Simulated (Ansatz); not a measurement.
## LiCl (Fm-3m) at 2 levels of theory

One geometry, relaxed with PBE; plane waves with PAW potentials in Ansatz, scalar-relativistic. No spin polarisation. Gaps are the least over mesh and band path; pressure is positive in compression, and isn't given for hybrids.

```xyz
2
Lattice="0.0000 2.5746 2.5746 2.5746 0.0000 2.5746 2.5746 2.5746 0.0000" Properties=species:S:1:pos:R:3 pbc="T T T"
Li    0.0000    0.0000    0.0000
Cl    2.5746    2.5746    2.5746
```

```csv
level,cutoff (eV),k mesh,gap (eV),pressure (GPa)
PBE,420,8×8×8,6.26,0.0
```

Problem. What comes out on the same cell with HSE06?

Solution.
```csv
level,cutoff (eV),k mesh,gap (eV),pressure (GPa)
HSE06,420,6×6×6,7.66,-
```

The cell was reached from a generator's guess, though it ends in a space group that the Crystallography Open Database lists for this formula.
